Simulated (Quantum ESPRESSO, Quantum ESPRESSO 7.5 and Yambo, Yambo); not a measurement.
# LiF (Griceite): G0W0 with Yambo, start to end

How does a plane-wave GW calculation on LiF (Griceite) run from the first input to the gap?

Calculated with Quantum ESPRESSO 7.5 and Yambo 5.3.0; PBE and many-body steps on it, plane waves.

### 1. The structure

It takes space group Fm-3m (No. 225, cubic). The conventional cell has a = 4.028 Å, b = 4.028 Å, c = 4.028 Å, α = 90.00°, β = 90.00°, γ = 90.00°. Li has 6 F at 2.01 Å nearest. F has 6 Li at 2.01 Å nearest. Farther neighbours and most contacts between anions are not listed.

The cell and positions come from the Crystallography Open Database and are kept as given unless a step says otherwise.

### 2. Ground state

This step: Quantum ESPRESSO 7.5; DFT, PBE, plane waves, norm-conserving pseudopotentials.

The ground-state density comes first.

The input, pw.in:

```
&control
  calculation = 'scf'
  prefix = 'x'
  outdir = 'o'
  pseudo_dir = 'pseudo'
/
&system
  ibrav = 0
  nat = 2
  ntyp = 2
  ecutwfc = 72.0
  nbnd = 10
  force_symmorphic = .true.
/
&electrons
  conv_thr = 1e-10
  electron_maxstep = 80
  mixing_beta = 0.5
/
ATOMIC_SPECIES
  Li 6.94 Li.upf
  F 18.998 F.upf
CELL_PARAMETERS angstrom
  0.0000000000 2.0140000000 2.0140000000
  2.0140000000 0.0000000000 2.0140000000
  2.0140000000 2.0140000000 -0.0000000000
ATOMIC_POSITIONS crystal
  Li 0.0000000000 0.0000000000 0.0000000000
  F 0.5000000000 0.5000000000 0.5000000000
K_POINTS automatic
  8 8 8 0 0 0
```

Launch:

```
OMP_NUM_THREADS=1 mpirun -n 8 pw.x -nk 8 -in pw.in > pw.out
```

The program printed:

```text
Program PWSCF v.7.5 starts

     This program is part of the open-source Quantum ESPRESSO suite
     for quantum simulation of materials; please cite
         "P. Giannozzi et al., J. Phys.:Condens. Matter 21 395502 (2009);
         "P. Giannozzi et al., J. Phys.:Condens. Matter 29 465901 (2017);
         "P. Giannozzi et al., J. Chem. Phys. 152 154105 (2020);
     in publications or presentations arising from this work. More details at
     Message from routine setup:
     using ibrav=0 with symmetry is DISCOURAGED, use correct ibrav instead

     G-vector sticks info

     bravais-lattice index     =            0
     lattice parameter (alat)  =       5.3824  a.u.
     unit-cell volume          =     110.2567 (a.u.)^3
     number of atoms/cell      =            2
     number of atomic types    =            2
     number of electrons       =        10.00
     number of Kohn-Sham states=           10
     kinetic-energy cutoff     =      72.0000  Ry
     charge density cutoff     =     288.0000  Ry
     scf convergence threshold =      1.0E-10
     mixing beta               =       0.5000
     number of iterations used =            8  plain     mixing
     Exchange-correlation= PBE
                           (   1   4   3   4   0   0   0)

     celldm(1)=   5.382367  celldm(2)=   0.000000  celldm(3)=   0.000000
     celldm(4)=   0.000000  celldm(5)=   0.000000  celldm(6)=   0.000000

     crystal axes: (cart. coord. in units of alat)
               a(1) = (   0.000000   0.707107   0.707107 )
               a(2) = (   0.707107   0.000000   0.707107 )
               a(3) = (   0.707107   0.707107  -0.000000 )

     reciprocal axes: (cart. coord. in units 2 pi/alat)
               b(1) = ( -0.707107  0.707107  0.707107 )
               b(2) = (  0.707107 -0.707107  0.707107 )
               b(3) = (  0.707107  0.707107 -0.707107 )
     Pseudo is Norm-conserving, Zval =  3.0
     Generated using ONCVPSP code by D. R. Hamann
     Using radial grid of 1944 points,  4 beta functions with:
     Pseudo is Norm-conserving + core correction, Zval =  7.0
     Generated using ONCVPSP code by D. R. Hamann
     Using radial grid of  832 points,  5 beta functions with:
     Li                3.00     6.94000     Li( 1.00)
     F                 7.00    18.99800     F ( 1.00)

     48 Sym. Ops., with inversion, found

   Cartesian axes

     site n.     atom                  positions (alat units)
         1        Li     tau(   1) = (   0.0000000   0.0000000   0.0000000  )
         2        F      tau(   2) = (   0.7071068   0.7071068   0.7071068  )

     number of k points=    29
                       cart. coord. in units 2pi/alat
        k(    1) = (   0.0000000   0.0000000   0.0000000), wk =   0.0039062
        k(    2) = (   0.0883883   0.0883883  -0.0883883), wk =   0.0312500
        k(    3) = (   0.1767767   0.1767767  -0.1767767), wk =   0.0312500
        k(    4) = (   0.2651650   0.2651650  -0.2651650), wk =   0.0312500
        k(    5) = (  -0.3535534  -0.3535534   0.3535534), wk =   0.0156250
        k(    6) = (   0.1767767   0.0000000   0.0000000), wk =   0.0234375
        k(    7) = (   0.2651650   0.0883883  -0.0883883), wk =   0.0937500
        k(    8) = (   0.3535534   0.1767767  -0.1767767), wk =   0.0937500
        k(    9) = (  -0.2651650  -0.4419417   0.4419417), wk =   0.0937500
        k(   10) = (  -0.1767767  -0.3535534   0.3535534), wk =   0.0937500
     [... 17 further rows ...]
        k(   28) = (  -0.7071068   0.1767767  -0.0000000), wk =   0.0468750
        k(   29) = (  -0.7071068   0.3535534   0.0000000), wk =   0.0234375

     Dense  grid:     9185 G-vectors     FFT dimensions: (  30,  30,  30)

     Initial potential from superposition of free atoms

     starting charge       9.9954, renormalised to      10.0000
     Starting wfcs are    6 randomized atomic wfcs +    4 random wfcs

     per-process dynamical memory:    10.5 Mb

     Self-consistent Calculation

     iteration #  1     ecut=    72.00 Ry     beta= 0.50

     total energy              =     -63.94792755 Ry
     estimated scf accuracy    <       0.11918176 Ry

     iteration #  2     ecut=    72.00 Ry     beta= 0.50

     total energy              =     -63.97944807 Ry
     estimated scf accuracy    <       0.01210719 Ry

     iteration #  3     ecut=    72.00 Ry     beta= 0.50

     total energy              =     -63.98145004 Ry
     estimated scf accuracy    <       0.00133513 Ry

     iteration #  4     ecut=    72.00 Ry     beta= 0.50

     total energy              =     -63.98156807 Ry
     estimated scf accuracy    <       0.00003764 Ry

     iteration #  5     ecut=    72.00 Ry     beta= 0.50

     total energy              =     -63.98157171 Ry
     estimated scf accuracy    <       0.00000347 Ry

     iteration #  6     ecut=    72.00 Ry     beta= 0.50

     total energy              =     -63.98157240 Ry
     estimated scf accuracy    <          8.4E-09 Ry

     iteration #  7     ecut=    72.00 Ry     beta= 0.50

     total energy              =     -63.98157241 Ry
     estimated scf accuracy    <          4.2E-09 Ry

     iteration #  8     ecut=    72.00 Ry     beta= 0.50

     total energy              =     -63.98157241 Ry
     estimated scf accuracy    <          3.0E-10 Ry

     iteration #  9     ecut=    72.00 Ry     beta= 0.50

     End of self-consistent calculation

          k = 0.0000 0.0000 0.0000 (  1139 PWs)   bands (ev):

   -39.9378 -18.9883   0.9065   0.9065   0.9065  10.0211  24.8974  24.8974
    24.8974  25.3125

          k = 0.0884 0.0884-0.0884 (  1143 PWs)   bands (ev):

   -39.9292 -18.9290   0.4741   0.8716   0.8716  10.4588  21.5470  23.2809
    23.2809  26.5804

          k = 0.1768 0.1768-0.1768 (  1131 PWs)   bands (ev):

   -39.9086 -18.7808  -0.4525   0.7900   0.7900  11.2836  18.8900  21.5015
    21.5015  27.9954

          k = 0.2652 0.2652-0.2652 (  1143 PWs)   bands (ev):

     [... further k-points ...]

     highest occupied, lowest unoccupied level (ev):     0.9065   10.0211

!    total energy              =     -63.98157241 Ry
     estimated scf accuracy    <          2.2E-11 Ry

     The total energy is the sum of the following terms:
     one-electron contribution =     -25.10600944 Ry
     hartree contribution      =      16.67746701 Ry
     xc contribution           =     -14.60475331 Ry
     ewald contribution        =     -40.94827666 Ry

     convergence has been achieved in   9 iterations

     XML data file, charge density, pseudopotentials, collected wavefunctions

=------------------------------------------------------------------------------=
   JOB DONE.
=------------------------------------------------------------------------------=
```

The job ended after 1.4 s (8 MPI ranks of Arm Neoverse V2, shared host; peak memory 0.05 GiB; 11 s of CPU time).

This step gave:

```
total energy               : -870.5136 eV
gap                        : 9.115 eV
k of the valence top       : 0, 0, 0
k of the conduction bottom : 0, 0, 0
least direct gap           : 9.115 eV
```

The gap is direct, at Γ.

### 3. Bands along the symmetry lines

The cheap functional maps the bands first; the places of the edges decide which points the dearer methods must see.

The input, pw.in:

```
&control
  calculation = 'bands'
  prefix = 'x'
  outdir = 'o'
  pseudo_dir = 'pseudo'
/
&system
  ibrav = 0
  nat = 2
  ntyp = 2
  ecutwfc = 72.0
  nbnd = 11
  force_symmorphic = .true.
/
&electrons
  conv_thr = 1e-9
  electron_maxstep = 80
  diago_full_acc = .true.
  diago_thr_init = 5e-6
/
ATOMIC_SPECIES
  Li 6.94 Li.upf
  F 18.998 F.upf
CELL_PARAMETERS angstrom
  0.0000000000 2.0140000000 2.0140000000
  2.0140000000 0.0000000000 2.0140000000
  2.0140000000 2.0140000000 -0.0000000000
ATOMIC_POSITIONS crystal
  Li 0.0000000000 0.0000000000 0.0000000000
  F 0.5000000000 0.5000000000 0.5000000000
K_POINTS crystal
  50
  0.00000000 0.00000000 0.00000000 1
  0.06250000 0.00000000 0.06250000 1
  0.12500000 0.00000000 0.12500000 1
  0.18750000 0.00000000 0.18750000 1
  0.25000000 0.00000000 0.25000000 1
  0.31250000 0.00000000 0.31250000 1
  0.37500000 0.00000000 0.37500000 1
  0.43750000 0.00000000 0.43750000 1
  0.50000000 0.00000000 0.50000000 1
  0.51562500 0.03125000 0.51562500 1
  0.53125000 0.06250000 0.53125000 1
  0.54687500 0.09375000 0.54687500 1
  0.56250000 0.12500000 0.56250000 1
  0.57812500 0.15625000 0.57812500 1
  0.59375000 0.18750000 0.59375000 1
  0.60937500 0.21875000 0.60937500 1
  0.62500000 0.25000000 0.62500000 1
  0.37500000 0.37500000 0.75000000 1
  0.32812500 0.32812500 0.65625000 1
  0.28125000 0.28125000 0.56250000 1
  0.23437500 0.23437500 0.46875000 1
  0.18750000 0.18750000 0.37500000 1
  0.14062500 0.14062500 0.28125000 1
  0.09375000 0.09375000 0.18750000 1
  0.04687500 0.04687500 0.09375000 1
  0.00000000 0.00000000 0.00000000 1
  0.06250000 0.06250000 0.06250000 1
  0.12500000 0.12500000 0.12500000 1
  0.18750000 0.18750000 0.18750000 1
  0.25000000 0.25000000 0.25000000 1
  0.31250000 0.31250000 0.31250000 1
  0.37500000 0.37500000 0.37500000 1
  0.43750000 0.43750000 0.43750000 1
  0.50000000 0.50000000 0.50000000 1
  0.50000000 0.46875000 0.53125000 1
  0.50000000 0.43750000 0.56250000 1
  0.50000000 0.40625000 0.59375000 1
  0.50000000 0.37500000 0.62500000 1
  0.50000000 0.34375000 0.65625000 1
  0.50000000 0.31250000 0.68750000 1
  0.50000000 0.28125000 0.71875000 1
  0.50000000 0.25000000 0.75000000 1
  0.50000000 0.21875000 0.71875000 1
  0.50000000 0.18750000 0.68750000 1
  0.50000000 0.15625000 0.65625000 1
  0.50000000 0.12500000 0.62500000 1
  0.50000000 0.09375000 0.59375000 1
  0.50000000 0.06250000 0.56250000 1
  0.50000000 0.03125000 0.53125000 1
  0.50000000 0.00000000 0.50000000 1
```

The program printed:

```text
[banner, memory and clock lines left out]
Program PWSCF v.7.5 starts

     Atomic positions and unit cell read from directory:
     o/x.save/

     Message from routine setup:
     using ibrav=0 with symmetry is DISCOURAGED, use correct ibrav instead

     G-vector sticks info

     bravais-lattice index     =            0
     lattice parameter (alat)  =       5.3824  a.u.
     unit-cell volume          =     110.2567 (a.u.)^3
     number of atoms/cell      =            2
     number of atomic types    =            2
     number of electrons       =        10.00
     number of Kohn-Sham states=           11
     kinetic-energy cutoff     =      72.0000  Ry
     charge density cutoff     =     288.0000  Ry
     Exchange-correlation= PBE
                           (   1   4   3   4   0   0   0)

     celldm(1)=   5.382367  celldm(2)=   0.000000  celldm(3)=   0.000000
     celldm(4)=   0.000000  celldm(5)=   0.000000  celldm(6)=   0.000000

     crystal axes: (cart. coord. in units of alat)
               a(1) = (   0.000000   0.707107   0.707107 )
               a(2) = (   0.707107   0.000000   0.707107 )
               a(3) = (   0.707107   0.707107  -0.000000 )

     reciprocal axes: (cart. coord. in units 2 pi/alat)
               b(1) = ( -0.707107  0.707107  0.707107 )
               b(2) = (  0.707107 -0.707107  0.707107 )
               b(3) = (  0.707107  0.707107 -0.707107 )
     Pseudo is Norm-conserving, Zval =  3.0
     Generated using ONCVPSP code by D. R. Hamann
     Using radial grid of 1944 points,  4 beta functions with:
     Pseudo is Norm-conserving + core correction, Zval =  7.0
     Generated using ONCVPSP code by D. R. Hamann
     Using radial grid of  832 points,  5 beta functions with:
     Li                3.00     6.94000     Li( 1.00)
     F                 7.00    18.99800     F ( 1.00)

     48 Sym. Ops., with inversion, found

   Cartesian axes

     site n.     atom                  positions (alat units)
         1        Li     tau(   1) = (   0.0000000   0.0000000   0.0000000  )
         2        F      tau(   2) = (   0.7071068   0.7071068   0.7071068  )

     number of k points=    50
                       cart. coord. in units 2pi/alat
        k(    1) = (   0.0000000   0.0000000   0.0000000), wk =   0.0400000
        k(    2) = (   0.0000000   0.0883883   0.0000000), wk =   0.0400000
        k(    3) = (   0.0000000   0.1767767   0.0000000), wk =   0.0400000
[...]
[... 38 further rows ...]
        k(   49) = (   0.0441942   0.7071068   0.0000000), wk =   0.0400000
        k(   50) = (   0.0000000   0.7071068   0.0000000), wk =   0.0400000

     Dense  grid:     9185 G-vectors     FFT dimensions: (  30,  30,  30)

     The potential is recalculated from file :
     o/x.save/charge-density

     Starting wfcs are    6 randomized atomic wfcs +    5 random wfcs

     Band Structure Calculation

     End of band structure calculation

          k = 0.0000 0.0000 0.0000 (  1139 PWs)   bands (ev):

   -39.9378 -18.9883   0.9065   0.9065   0.9065  10.0211  24.8974  24.8974
    24.8974  25.3125  25.3125

          k = 0.0000 0.0884 0.0000 (  1147 PWs)   bands (ev):

   -39.9348 -18.9678   0.8035   0.8673   0.8673  10.1833  23.7304  23.7304
    24.1913  24.2895  26.8324

          k = 0.0000 0.1768 0.0000 (  1155 PWs)   bands (ev):

   -39.9265 -18.9071   0.5061   0.7562   0.7562  10.6553  22.5118  22.7158
    22.7158  23.0257  28.8911

          k =-0.0000 0.2652 0.0000 (  1146 PWs)   bands (ev):

[...]
k = 0.0000 0.4419-0.0000 (  1126 PWs)   bands (ev):

[...]
k =-0.0000 0.5303 0.0000 (  1142 PWs)   bands (ev):

[...]
k = 0.0000 0.6187-0.0000 (  1138 PWs)   bands (ev):

[...]
k = 0.4640 0.4640-0.0000 (  1141 PWs)   bands (ev):

[...]
k = 0.3315 0.3315-0.0000 (  1135 PWs)   bands (ev):

[...]
k = 0.3094 0.7071-0.0000 (  1134 PWs)   bands (ev):

[...]
k = 0.2210 0.7071-0.0000 (  1138 PWs)   bands (ev):

[...]
k = 0.1768 0.7071-0.0000 (  1142 PWs)   bands (ev):

[...]
k = 0.0442 0.7071 0.0000 (  1142 PWs)   bands (ev):

   -39.8644 -18.2931  -2.0598  -0.1059  -0.0759  15.7296  17.3711  18.3945
    21.1240  21.3413  34.3419

          k = 0.0000 0.7071 0.0000 (  1138 PWs)   bands (ev):

   -39.8644 -18.2921  -2.0764  -0.0833  -0.0833  15.7282  17.4514  18.3945
    21.1639  21.1639  34.3039

     XML data file, pseudopotentials, collected wavefunctions
```

Run time: 1.1 s. Hardware: 8 MPI ranks; peak memory 0.05 GiB; 7.6 s of CPU time.

This step gave:

| Quantity | Value |
| --- | --- |
| gap | 9.114 eV |
| k of the valence top | 0.0469, 0.0469, 0.0938 |
| k of the conduction bottom | 0, 0, 0 |
| least direct gap | 9.115 eV |

The gap is 9.114 eV, −0.001 eV from the run before at this level.

Electronic bands along the path, in eV, zero at the top of the highest filled band; v1 is the highest filled band, c1 the lowest empty one:

| point | v4 | v3 | v2 | v1 | c1 | c2 | c3 | c4 |
| --- | --- | --- | --- | --- | --- | --- | --- | --- |
| Γ | -19.90 | 0.00 | 0.00 | 0.00 | 9.11 | 23.99 | 23.99 | 23.99 |
| halfway | -19.59 | -1.42 | -0.51 | -0.51 | 11.43 | 18.82 | 19.77 | 20.65 |
| X | -19.20 | -2.98 | -0.99 | -0.99 | 14.82 | 16.54 | 17.49 | 20.26 |
| halfway | -19.21 | -2.85 | -1.17 | -0.92 | 14.84 | 15.87 | 17.71 | 20.08 |
| U | -19.24 | -2.48 | -1.55 | -0.73 | 14.53 | 14.92 | 18.45 | 19.69 |
| jump to K | -19.24 | -2.48 | -1.55 | -0.73 | 14.53 | 14.92 | 18.45 | 19.69 |
| halfway | -19.59 | -1.49 | -0.75 | -0.09 | 11.11 | 17.01 | 19.96 | 20.21 |
| Γ | -19.90 | 0.00 | 0.00 | 0.00 | 9.11 | 23.99 | 23.99 | 23.99 |
| halfway | -19.69 | -1.36 | -0.12 | -0.12 | 10.38 | 17.98 | 20.59 | 20.59 |
| L | -19.46 | -2.50 | -0.23 | -0.23 | 10.83 | 16.74 | 18.94 | 18.94 |
| halfway | -19.35 | -2.31 | -1.22 | -0.48 | 12.56 | 15.76 | 19.00 | 19.20 |
| W | -19.23 | -2.06 | -2.06 | -0.79 | 15.08 | 15.08 | 17.48 | 19.28 |
| halfway | -19.21 | -2.73 | -1.32 | -0.89 | 14.86 | 15.76 | 17.49 | 19.75 |
| X | -19.20 | -2.98 | -0.99 | -0.99 | 14.82 | 16.54 | 17.49 | 20.26 |

The electronic bands as a text plot (rows in eV, shown from -8.0 to 15.1 only):

```
   14.6 |          +++++++++                             ++++++++
   13.7 |         +        +                           ++
   12.7 |       ++          ++                        +
   11.7 |     ++              ++                    ++
   10.8 |    +                  +++         ++++++++
    9.8 |  ++                      ++    +++
    8.9 |++                          ++++
    7.9 |
    6.9 |
    6.0 |
    5.0 |
    4.0 |
    3.1 |
    2.1 |
    1.1 |
    0.2 |****                 **********************
   -0.8 |  **************************    ***      ***************
   -1.7 |     ****       ********           ****       *******
   -2.7 |         *********                     ********   ******
   -3.7 |
   -4.6 |
   -5.6 |
   -6.6 |
   -7.5 |
         Γ           X  U|K            Γ         L        W     X
```

(Continued in part 2 of 2.)

[Paths, hosts, dates, memory and timing lines, banners, echoed tables and standing remarks are left out of the program output.]

[Logs are printed without paths, hosts, clocks, repeated set-up lines and the standing remarks that a program may print on its own settings, such as how far it seeks lower states.]

[Runs of the session that timed out or met a known fault of the program may be left out.]

[Hosts, paths, dates, database ids (printed as entryN), source tags and the programs' standing remarks are cut or masked in the printed files.]
